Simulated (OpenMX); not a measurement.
Here is an OpenMX 3.8.5 calculation.

The input Si2Ni.dat:

```
System.CurrrentDirectory             ./
System.Name                          Si2Ni
DATA.PATH                            ./DFT_DATA13
level.of.stdout                      1
level.of.fileout                     0
Species.Number                       2
<Definition.of.Atomic.Species
  Ni  Ni6.0S-s2p2d1          Ni_PBE13S
  Si  Si7.0-s2p1d1           Si_PBE13
Definition.of.Atomic.Species>

<Hubbard.U.values
  Ni  1s 0.0 2s 0.0 1p 0.0 2p 0.0 1d 5.0
  Si  1s 0.0 2s 0.0 1p 0.0 1d 0.0
Hubbard.U.values>

Atoms.Number                         3
Atoms.SpeciesAndCoordinates.Unit     FRAC
<Atoms.SpeciesAndCoordinates
    1  Ni    0.0126340000    0.0011930000   -0.0049310000   8.500  7.500  ex
    2  Si    0.7493150000    0.7431130000    0.7586280000   2.000  2.000  off
    3  Si    0.2334110000    0.2395720000    0.2495730000   2.000  2.000  off
Atoms.SpeciesAndCoordinates>

Atoms.UnitVectors.Unit               Ang
<Atoms.UnitVectors
     0.0000000000    2.7030000000    2.7030000000
     2.7030000000    0.0000000000    2.7030000000
     2.7030000000    2.7030000000    0.0000000000
Atoms.UnitVectors>

scf.XcType                           GGA-PBE
scf.SpinPolarization                 on
scf.Hubbard.U                        on
scf.Hubbard.Occupation               full
scf.ElectronicTemperature            580.226
scf.energycutoff                     500.0
scf.maxIter                          120
scf.EigenvalueSolver                 band
scf.Kgrid                            7 7 7
scf.Mixing.Type                      rmm-diisk
scf.Init.Mixing.Weight               0.1
scf.Min.Mixing.Weight                0.001
scf.Max.Mixing.Weight                0.6
scf.Mixing.History                   40
scf.Mixing.StartPulay                15
scf.criterion                        1.0e-7
scf.dftD                             on
version.dftD                         2
DFTD.IntDirection                    1 1 1
MD.Type                              nomd
Dos.fileout                          on
Dos.Erange                           -15.0 15.0
Dos.Kgrid                            9 9 9
1DFFT.EnergyCutoff                   4900.0
1DFFT.NumGridK                       700
```

Contents of dos.in:

```
1
1
```

pdos.in

```
1
2
1 2 3
```

Potentials or basis: OpenMX 2013 PBE set, Ni6.0S-s2p2d1, Si7.0-s2p1d1, grid cutoff 500 Ry.

Run with:

```sh
$ openmx Si2Ni.dat -nt 1 > Si2Ni.std
$ DosMain Si2Ni.Dos.val Si2Ni.Dos.vec < dos.in
$ DosMain Si2Ni.Dos.val Si2Ni.Dos.vec < pdos.in
```

Q: Estimate the net moment.

A: 0.00 μB per cell.

Q: Estimate the band gap on the k mesh.

A: None (metal or under the smearing width).

Q: Estimate the largest force.

A: 1.052 eV/Å.

Q: What does it give for the Mulliken charges?

A: Ni -0.18; Si +0.09 e.

Forces in eV/Å, atoms in the order of the input:
```
Ni  -0.179 -0.407 -0.878
Si  -0.179 -0.214  0.118
Si   0.357  0.626  0.767
```

Caveat: U acts on the first radial function of the shell alone, so its value doesn't carry over to other programs; the basis of atomic orbitals isn't converged, which shifts pressures, moduli and gaps; the U is typed as a test and isn't derived for this compound. The state reached can hang on the start; a lower one may exist.
